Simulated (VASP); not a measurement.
# C in VASP: settings compared

The runs below take C through Wannier functions by SCDM, equation of state, with PBE, LDA.

All numbers are computed with VASP 6.6.1; they aren't measurements. Logs are shortened: lines on timing, memory, paths and dates and some standing lists are left out, and cuts for length are marked.

## (1) The slab as given

The cell holds a slab with vacuum, 4 atoms: a = 2.456 Å, b = 2.456 Å, c = 24.134 Å, α = 90.00°, β = 90.00°, γ = 120.00°.

The slab is cut from a database's or a generator's crystal, which needn't be the stable form of the element.

## (2) Wannier functions by SCDM, PBE

POSCAR reads:

```
C
1.0
    2.4562275060      0.0000000000      0.0000000000
   -1.2281137530      2.1271554177      0.0000000000
    0.0000000000      0.0000000000     24.1339601687
C
4
Direct
    0.6666666667      0.3333333333      0.5704754400
    0.3333333333      0.6666666667      0.4295245600
    0.0000000000      0.0000000000      0.4295312300
    0.0000000000      0.0000000000      0.5704687700
```

INCAR.step1 reads:

```
SYSTEM = C
PREC = Accurate ; ENCUT = 520
EDIFF = 1E-7 ; ISMEAR = 0
SIGMA = 0.02 ; LREAL = .False.
LASPH = .True. ; NELM = 80
ALGO = Normal ; ISIF = 2
LWAVE = .True. ; LCHARG = .True.
GGA = PE
```

INCAR.step2 reads:

```
SYSTEM = C
PREC = Accurate ; ENCUT = 520
EDIFF = 1E-7 ; ISMEAR = 0
SIGMA = 0.02 ; LREAL = .False.
LASPH = .True. ; NELM = 80
ALGO = Normal ; ISIF = 2
LWAVE = .False. ; LCHARG = .False.
GGA = PE ; ISTART = 1
ICHARG = 11 ; ISYM = -1
NUM_WANN = 8 ; LSCDM = .True.
```

KPOINTS reads:

```
regular mesh
0
Gamma
  6 6 1
  0 0 0
```

KPOINTS_OPT reads:

```
path GMKGALHA,LM,KH
12
line-mode
reciprocal
 0.0000000000  0.0000000000  0.0000000000  G
 0.5000000000  0.0000000000  0.0000000000  M

 0.5000000000  0.0000000000  0.0000000000  M
 0.3333333333  0.3333333333  0.0000000000  K

 0.3333333333  0.3333333333  0.0000000000  K
 0.0000000000  0.0000000000  0.0000000000  G

 0.0000000000  0.0000000000  0.0000000000  G
 0.0000000000  0.0000000000  0.5000000000  A

 0.0000000000  0.0000000000  0.5000000000  A
 0.5000000000  0.0000000000  0.5000000000  L

 0.5000000000  0.0000000000  0.5000000000  L
 0.3333333333  0.3333333333  0.5000000000  H

 0.3333333333  0.3333333333  0.5000000000  H
 0.0000000000  0.0000000000  0.5000000000  A

 0.5000000000  0.0000000000  0.5000000000  L
 0.5000000000  0.0000000000  0.0000000000  M

 0.3333333333  0.3333333333  0.0000000000  K
 0.3333333333  0.3333333333  0.5000000000  H
```

KPOINTS_WAN reads:

```
path GMKGALHA,LM,KH
12
line-mode
reciprocal
 0.0000000000  0.0000000000  0.0000000000  G
 0.5000000000  0.0000000000  0.0000000000  M

 0.5000000000  0.0000000000  0.0000000000  M
 0.3333333333  0.3333333333  0.0000000000  K

 0.3333333333  0.3333333333  0.0000000000  K
 0.0000000000  0.0000000000  0.0000000000  G

 0.0000000000  0.0000000000  0.0000000000  G
 0.0000000000  0.0000000000  0.5000000000  A

 0.0000000000  0.0000000000  0.5000000000  A
 0.5000000000  0.0000000000  0.5000000000  L

 0.5000000000  0.0000000000  0.5000000000  L
 0.3333333333  0.3333333333  0.5000000000  H

 0.3333333333  0.3333333333  0.5000000000  H
 0.0000000000  0.0000000000  0.5000000000  A

 0.5000000000  0.0000000000  0.5000000000  L
 0.5000000000  0.0000000000  0.0000000000  M

 0.3333333333  0.3333333333  0.0000000000  K
 0.3333333333  0.3333333333  0.5000000000  H
```

Potentials or basis: VASP PAW PBE potentials, release 64 (C).

The run is started by

```console
> cat potpaw_PBE.64/C/POTCAR > POTCAR
> cp INCAR.step1 INCAR
> mpirun -np 1 vasp_std > vasp.out
> cp INCAR.step2 INCAR
> mpirun -np 1 vasp_std > vasp.out
```

OUTCAR:

```text
SYSTEM = C
   PREC = Accurate
   ENCUT = 520
   EDIFF = 1E-7
   ISMEAR = 0
   LREAL = .False.
   LASPH = .True.
   NELM = 80
   ISIF = 2
   GGA = PE
   ISTART = 1
   ICHARG = 11
   ISYM = -1

 ion  position               nearest neighbor table
   1  0.667  0.333  0.570-   4 1.42   4 1.42   4 1.42
   2  0.333  0.667  0.430-   3 1.42   3 1.42   3 1.42
   3  0.000  0.000  0.430-   2 1.42   2 1.42   2 1.42
   4  0.000  0.000  0.570-   1 1.42   1 1.42   1 1.42

IMPORTANT INFORMATION: All symmetrisations will be switched off!
NOSYMM: (Re-)initialisation of all symmetry stuff for point group C_1.

----------------------------------------------------------------------------------------

                                     Primitive cell

  volume of cell :     126.0946

  direct lattice vectors                    reciprocal lattice vectors
     2.456227506  0.000000000  0.000000000     0.407128410  0.235055697  0.000000000
    -1.228113753  2.127155418  0.000000000     0.000000000  0.470111395  0.000000000
     0.000000000  0.000000000 24.133960169     0.000000000  0.000000000  0.041435388

  length of vectors
     2.456227506  2.456227506 24.133960169     0.470111395  0.470111395  0.041435388

  position of ions in fractional coordinates (direct lattice)
     0.666666667  0.333333333  0.570475440
     0.333333333  0.666666667  0.429524560
     0.000000000  0.000000000  0.429531230
     0.000000000  0.000000000  0.570468770

  ion indices of the primitive-cell ions
   primitive index   ion index
                 1           1
                 2           2
                 3           3
                 4           4

----------------------------------------------------------------------------------------

 KPOINTS: regular mesh

Automatic generation of k-mesh.
 Grid dimensions read from file:
 generate k-points for:    6    6    1

 Generating k-lattice:

  Cartesian coordinates                     Fractional coordinates (reciprocal lattice)
     0.067854735  0.039175950  0.000000000     0.166666667  0.000000000  0.000000000
     0.000000000  0.078351899  0.000000000     0.000000000  0.166666667  0.000000000
     0.000000000  0.000000000  0.041435388     0.000000000  0.000000000  1.000000000

  Length of vectors
     0.078351899  0.078351899  0.041435388

  Shift w.r.t. Gamma in fractional coordinates (k-lattice)
     0.000000000  0.000000000  0.000000000

[... 54 lines left out ...]
   IBRION =     -1    ionic relax: 0-MD 1-quasi-New 2-CG
   NFREE  =      0    steps in history (QN), initial steepest desc. (CG)
   ISIF   =      2    stress and relaxation
   ISYM   =     -1    0-nonsym 1-usesym 2-fastsym
   POTIM  = 0.5000    time-step for ionic-motion
   TEBEG  =    0.0;   TEEND  =   0.0 temperature during run
   PSTRESS=    0.0 pullay stress
   NELECT =      16.0000    total number of electrons
   NUPDOWN=      -1.0000    fix difference up-down
   EMIN   =  10.00;   EMAX   =-10.00  energy-range for DOS
   EFERMI =   0.00;   METHOD = LEGACY
   ISMEAR =     0;   SIGMA  =   0.02  broadening in eV -4-tet -1-fermi 0-gaus
   EFERMI_NEDOS =   21; number of points for ismear=-14 and -15
   IALGO  =     38    algorithm
   IMIX   =      4    mixing-type and parameters
     AMIX     =   0.40;   BMIX     =  1.00
     AMIX_MAG =   1.60;   BMIX_MAG =  1.00
  volume/ion in A,a.u.               =      31.52       212.73
  Fermi-wavevector in a.u.,A,eV,Ry     =   0.822652  1.554586  9.207823  0.676756
  Thomas-Fermi vector in A             =   1.934024
   LORBIT       =      0    0 simple, 1 ext, 2 COOP (PROOUT), +10 PAW based schemes
   GGA     = PE    functional components
   LHFCALC =     F    Hartree Fock is set to
   AEXX    =    0.0000 exact exchange contribution
   IVDW    =     0    specifies the selected vdW correction
   LEPSILON=     F    determine dielectric tensor
   LRPA    =     F    only Hartree local field effects (RPA)
 non-spin polarized calculation
 Gauss-broadening in eV      SIGMA  =   0.02
  energy-cutoff  :      520.00
  volume of cell :      126.09
 maximum number of plane-waves:      3452

 number of electron      15.9999996 magnetization

 Free energy of the ion-electron system (eV)
  ---------------------------------------------------
  ext. energy  EPLUGINS =         0.00000000
  ---------------------------------------------------
  free energy    TOTEN  =       -36.78937818 eV

  energy without entropy =      -36.78812443  energy(sigma->0) =      -36.78875130

 E-fermi :  -1.7357     XC(G=0):  -3.2387

 val. band max:       -1.7356516782   @ k =   0.3333   0.3333   0.0000
 cond. band min:      -1.7356512941   @ k =  -0.3333  -0.3333   0.0000
 fundamental gap:      0.0000003841
 Fermi energy:        -1.7356514862

 k-point     1 :       0.0000    0.0000    0.0000
  band No.  band energies     occupation
      1     -21.4076      2.00000
      2     -21.2734      2.00000
      3      -9.8635      2.00000
      4      -8.9594      2.00000
      5      -4.7640      2.00000
      6      -4.7640      2.00000
      7      -4.7562      2.00000
      8      -4.7562      2.00000
      9       1.6510      0.00000
     10       2.0202      0.00000
     11       2.6508      0.00000
     12       3.3243      0.00000
[... 331 lines left out ...]
 k-point    24 :      -0.1667    0.5000    0.0000
  band No.  band energies     occupation
      1     -16.9226      2.00000
      2     -16.8263      2.00000
      3     -13.2066      2.00000
      4     -13.1414      2.00000
      5      -9.8365      2.00000
      6      -9.7968      2.00000
      7      -4.7211      2.00000
      8      -4.0997      2.00000
      9       0.6376      0.00000
     10       0.9896      0.00000
     11       7.7834      0.00000
     12       8.1116      0.00000

 [... further k-points ...]
[... 5 lines left out ...]
  --------------------------------------------------------------------------------------
  -------------------------------------------------------------------------------------
  Total        1.4075541      1.4076602      0.1657541      0.0000920      0.0000010     -0.0000016
  in kB       17.8846019     17.8859495      2.1060974      0.0011685      0.0000130     -0.0000204
  external PRESSURE =      12.6255496 kB  Pullay stress =       0.0000000 kB

 VOLUME and BASIS-vectors are now :
 -----------------------------------------------------------------------------
  energy-cutoff  :      520.00
  volume of cell :      126.09
      direct lattice vectors                 reciprocal lattice vectors
     2.456227506  0.000000000  0.000000000     0.407128410  0.235055697  0.000000000
    -1.228113753  2.127155418  0.000000000     0.000000000  0.470111395  0.000000000
     0.000000000  0.000000000 24.133960169     0.000000000  0.000000000  0.041435388

 POSITION                                       TOTAL-FORCE (eV/Angst)
 -----------------------------------------------------------------------------------
      1.22811      0.70905     13.76783         0.000031     -0.000018      0.061520
     -0.00000      1.41810     10.36613        -0.000031      0.000018     -0.061520
      0.00000      0.00000     10.36629         0.000023     -0.000014      0.006831
      0.00000      0.00000     13.76767        -0.000023      0.000014     -0.006831
 -----------------------------------------------------------------------------------
    total drift:                               -0.000000     -0.000000      0.000000

  FREE ENERGIE OF THE ION-ELECTRON SYSTEM (eV)
  ---------------------------------------------------
  free  energy   TOTEN  =       -36.7893781808 eV

  energy  without entropy=      -36.7881244262  energy(sigma->0) =      -36.78875130
```

OUTCAR.step1:

```text
SYSTEM = C
   PREC = Accurate
   ENCUT = 520
   EDIFF = 1E-7
   ISMEAR = 0
   LREAL = .False.
[... 316 lines left out ...]
     -0.00000      1.41810     10.36613         0.000000     -0.000000     -0.061717
      0.00000      0.00000     10.36629        -0.000000     -0.000000      0.006661
      0.00000      0.00000     13.76767         0.000000      0.000000     -0.006661
 -----------------------------------------------------------------------------------
    total drift:                               -0.000000      0.000000      0.000000

  FREE ENERGIE OF THE ION-ELECTRON SYSTEM (eV)
  ---------------------------------------------------
  free  energy   TOTEN  =       -36.7893778900 eV

  energy  without entropy=      -36.7881241354  energy(sigma->0) =      -36.78875101
```

Run time: 67 s. Hardware: 1 thread of Intel Xeon 6975P-C (Granite Rapids), shared host; peak memory 0.23 GiB.

What came out:

* Band gap along the path: none (metal or under the smearing width)

Levels at the corners of the path, in eV from the Fermi level:
```
point  band 6  band 7  band 8  band 9  band 10  band 11
    Γ   -3.03   -3.02   -3.02    3.39     3.76     4.39
    M   -6.43   -2.56   -2.23    1.55     1.88     7.41
    M   -6.43   -2.56   -2.23    1.55     1.88     7.41
    K  -10.63   -0.30    0.00    0.00     0.32    10.59
    K  -10.63   -0.30    0.00    0.00     0.32    10.59
    Γ   -3.03   -3.02   -3.02    3.39     3.76     4.39
    Γ   -3.03   -3.02   -3.02    3.39     3.76     4.39
    A   -3.03   -3.02   -3.02    3.39     3.74     4.46
    A   -3.03   -3.02   -3.02    3.39     3.74     4.46
    L   -6.43   -2.56   -2.23    1.55     1.88     7.41
    L   -6.43   -2.56   -2.23    1.55     1.88     7.41
    H  -10.63   -0.30    0.00    0.00     0.32    10.59
    H  -10.63   -0.30    0.00    0.00     0.32    10.59
    A   -3.03   -3.02   -3.02    3.39     3.74     4.46
    L   -6.43   -2.56   -2.23    1.55     1.88     7.41
    M   -6.43   -2.56   -2.23    1.55     1.88     7.41
    K  -10.63   -0.30    0.00    0.00     0.32    10.59
    H  -10.63   -0.30    0.00    0.00     0.32    10.59
```

Caveat: the k mesh is coarse (spacing up to 0.49 Å⁻¹), so the values aren't converged.

## (3) Equation of state, LDA, 21.75 Å³/atom (a relaxed cell with its volume scaled by 0.96)

INCAR reads:

```
PREC = Accurate ; ENCUT = 520
EDIFF = 1E-6 ; ISMEAR = -1
SIGMA = 0.05 ; LREAL = False
LASPH = True ; NELM = 60
ALGO = Fast ; ISIF = 2
LWAVE = False ; LCHARG = False
KPAR = 2
```

KPOINTS reads:

```
regular mesh
0
Gamma
  10 10 2
```

POSCAR reads:

```
C                                       
1.0
    2.4126325046      0.0000000000      0.0000000000
   -1.2063162523      2.0894010390     -0.0000000000
   -0.0000000000      0.0000000000     17.2550345258
  C             
     4
Direct
     0.6666666667000030    0.3333333332999970    0.5950202138905608
     0.3333333332999970    0.6666666667000030    0.4049797861094390
     0.0000000000000000    0.0000000000000000    0.4049957722588928
     0.0000000000000000    0.0000000000000000    0.5950042277411073
```

Potentials or basis: VASP PAW LDA potentials, release 64 (C).

The run is started by

```console
> cat potpaw_LDA.64/C/POTCAR > POTCAR
> mpirun -np 2 vasp_std > vasp.out
```

It took 23 s on 2 MPI ranks of Intel Xeon Platinum 8488C (Sapphire Rapids), shared host; peak memory 0.15 GiB.

It converged, with:

```
Free energy            : -40.3493 eV
Largest force          : 0.011 eV/Å
Band gap on the k mesh : 1.67 eV, direct
```

## (4) Equation of state, LDA, 22.20 Å³/atom (a relaxed cell with its volume scaled by 0.98)

INCAR is that of step 3.

KPOINTS is that of step 3.

Edit POSCAR of step 3 so:

```diff
@@ -2,5 +2,5 @@
 1.0
-    2.4126325046      0.0000000000      0.0000000000
-   -1.2063162523      2.0894010390     -0.0000000000
-   -0.0000000000      0.0000000000     17.2550345258
+    2.4292718752      0.0000000000      0.0000000000
+   -1.2146359376      2.1038111567     -0.0000000000
+   -0.0000000000      0.0000000000     17.3740385244
   C
```

The run is started by

```console
> cat potpaw_LDA.64/C/POTCAR > POTCAR
> mpirun -np 2 vasp_std > vasp.out
```

Run time: 20 s. Hardware: 2 MPI ranks of Intel Xeon Platinum 8488C (Sapphire Rapids), shared host; peak memory 0.15 GiB.

It converged, with:

| Property | Result |
| --- | --- |
| Free energy | -40.3924 eV |
| Largest force | 0.007 eV/Å |
| Band gap on the k mesh | 1.65 eV, direct |

## (5) Equation of state, LDA, 22.65 Å³/atom

INCAR is that of step 4.

KPOINTS is that of step 4.

Edit POSCAR of step 4 so:

```diff
@@ -2,5 +2,5 @@
 1.0
-    2.4292718752      0.0000000000      0.0000000000
-   -1.2146359376      2.1038111567     -0.0000000000
-   -0.0000000000      0.0000000000     17.3740385244
+    2.4456863723      0.0000000000      0.0000000000
+   -1.2228431862      2.1180265281     -0.0000000000
+   -0.0000000000      0.0000000000     17.4914342377
   C
```

The run is started by

```console
> cat potpaw_LDA.64/C/POTCAR > POTCAR
> mpirun -np 2 vasp_std > vasp.out
```

It took 33 s on 2 MPI ranks of Intel Xeon Platinum 8488C (Sapphire Rapids), shared host; peak memory 0.16 GiB.

The run converged. Its results:

```
Free energy            : -40.4081 eV
Largest force          : 0.004 eV/Å
Band gap on the k mesh : 1.62 eV, direct
```

## (6) Equation of state, LDA, 23.10 Å³/atom (a relaxed cell with its volume scaled by 1.02)

INCAR is that of step 5.

KPOINTS is that of step 5.

Edit POSCAR of step 5 so:

```diff
@@ -2,5 +2,5 @@
 1.0
-    2.4456863723      0.0000000000      0.0000000000
-   -1.2228431862      2.1180265281     -0.0000000000
-   -0.0000000000      0.0000000000     17.4914342377
+    2.4618834428      0.0000000000      0.0000000000
+   -1.2309417214      2.1320536027     -0.0000000000
+   -0.0000000000      0.0000000000     17.6072749265
   C
```

Potentials or basis: VASP PAW LDA potentials, release 64 (C).

The run is started by

```console
> cat potpaw_LDA.64/C/POTCAR > POTCAR
> mpirun -np 2 vasp_std > vasp.out
```

It took 33 s on 2 MPI ranks of Intel Xeon Platinum 8488C (Sapphire Rapids), shared host; peak memory 0.16 GiB.

Results (log left out):

* Free energy: -40.3987 eV
* Band gap on the k mesh: 1.60 eV, direct

## (7) Equation of state, LDA, 23.56 Å³/atom (a relaxed cell with its volume scaled by 1.04)

INCAR is that of step 6.

KPOINTS is that of step 6.

Edit POSCAR of step 6 so:

```diff
@@ -2,5 +2,5 @@
 1.0
-    2.4618834428      0.0000000000      0.0000000000
-   -1.2309417214      2.1320536027     -0.0000000000
-   -0.0000000000      0.0000000000     17.6072749265
+    2.4778701469      0.0000000000      0.0000000000
+   -1.2389350734      2.1458984945     -0.0000000000
+   -0.0000000000      0.0000000000     17.7216110842
   C
```

The run is started by

```console
> cat potpaw_LDA.64/C/POTCAR > POTCAR
> mpirun -np 2 vasp_std > vasp.out
```

Wall time 32 s (2 MPI ranks of Intel Xeon Platinum 8488C (Sapphire Rapids), shared host); peak memory 0.16 GiB.

Results (log left out):

* Free energy: -40.3663 eV
* Largest force: 0.004 eV/Å
* Band gap on the k mesh: 1.58 eV, direct

## (8) Equation of state, LDA

This run uses another cell than the first one, of 22.65 Å³/atom, 0.719 times its volume.

This step only gathers the single runs of the series.

What came out:

```
Equilibrium volume                        : 22.70 Å³/atom
Bulk modulus at fixed shape and positions : 110 GPa
Pressure derivative of the bulk modulus   : 3.5 (rough: it moves with the points fitted)
```

Energy against volume, from the lowest point:
| volume (Å³/atom) | energy (meV/atom) |
| --- | --- |
| 21.745 | 14.71 |
| 22.199 | 3.93 |
| 22.652 | 0.00 |
| 23.105 | 2.37 |
| 23.558 | 10.46 |

Caveat: the cell was scaled at fixed shape and fractional positions, which overstates the stiffness of a crystal with free parameters, most of all of layers and chains.

## (9) For comparison

An earlier run on the cell as given: functional PBE; potentials or basis VASP PAW PBE potentials, release 64 (C); cutoff 520 eV; k mesh 12 × 12 × 2; occupations fermi-dirac, width 0.05 eV; no spin polarisation.

- Largest force: 0.054 eV/Å
- Band gap on the k mesh: none (metal or under the smearing width)
